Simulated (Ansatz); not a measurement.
## Pt: relaxation of cell and atoms with PBEsol

Pt:

```
Pt
1.0
     2.76067    0.00000    0.00000
    -1.38033    2.39081    0.00000
     0.00000    0.00000    4.79213
Pt
2
Cartesian
  0.0000 1.5939 1.1980
  1.3803 0.7969 3.5941
```

This isn't the form of Pt at room conditions, which is fcc.

```
Program             : Ansatz 0.2.0
Task                : relaxation of cell and atoms
Functional          : PBEsol
Potentials or basis : all-electron LAPW, scalar-relativistic
Basis error allowed : 0.001 eV/atom
k mesh              : 11 × 11 × 6
Occupations         : fermi-dirac, width 0.05 eV
Spin                : no spin polarisation
Target pressure     : 5 GPa
```

```yaml
Relaxed_volume: 14.88 Å³/atom
Relaxed_cell: a = 2.718 Å, b = 2.718 Å, c = 4.651 Å, α = 90.00°, β = 90.00°, γ = 120.00°
Space_group_after_relaxing_to_0.05_Å: P6_3/mmc (No. 194)
Energy_change_on_relaxing_the_enthalpy_is_what_falls: -20.1 meV/atom
Ionic_steps: 6
Pressure_after_relaxing: 5.0 GPa
```

Step by step:
```csv
step,energy change (eV),largest force (eV/Å),volume (Å³)
1,0.0000,0.0000,31.63
2,-0.0457,0.0000,30.01
3,-0.0389,0.0000,29.72
4,-0.0401,0.0000,29.76
5,-0.0402,0.0000,29.76
6,-0.0402,0.0000,29.76
```

Final structure:
```
Pt
1.0
     2.71819    0.00000    0.00000
    -1.35910    2.35403    0.00000
     0.00000    0.00000    4.65133
Pt
2
Direct
  0.33333 0.66667 0.25000
  0.66667 0.33333 0.75000
```

Run time: 2.7 min on 1 thread of Intel(R) Xeon(R) Platinum 8259CL CPU @ 2.50GHz (Skylake/Cascade Lake), on a shared host, peak memory 0.5 GiB.

Spin-orbit coupling is left out, which matters for the levels of Pt.
